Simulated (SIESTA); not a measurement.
Crystal: TiSe.

```xyz
4
Lattice="3.5590 0.0000 0.0000 -1.7795 3.0822 0.0000 0.0000 0.0000 6.2200" Properties=species:S:1:pos:R:3 pbc="T T T"
Se    1.7795    1.0274    4.6650
Se    0.0000    2.0548    1.5550
Ti    0.0000    0.0000    3.1100
Ti    0.0000    0.0000    0.0000
```

Base run:

- Program: SIESTA 5.4.2
- Functional: PBEsol
- Potentials or basis: PseudoDojo 0.4 standard (PBEsol files)
- Basis: DZP (energy shift 0.003 Ry; two zetas on semicore shells)
- Grid cutoff: 800 Ry
- Energy shift: 0.003 Ry
- k mesh: 9 × 9 × 5
- Occupations: fermi-dirac, width 0.05 eV
- Spin: no spin polarisation

Its results: band gap on the k mesh none (metal or under the smearing width); pressure 2.2 GPa.

The run is repeated on the same cell with these changes: functional from PBEsol to LDA; potentials or basis from PseudoDojo 0.4 standard (PBEsol files) to PseudoDojo 0.4 standard (LDA files). What comes out?

Band gap on the k mesh none (metal or under the smearing width); pressure -1.1 GPa.

Caveats: the basis of atomic orbitals isn't converged, which shifts pressures, moduli and gaps.
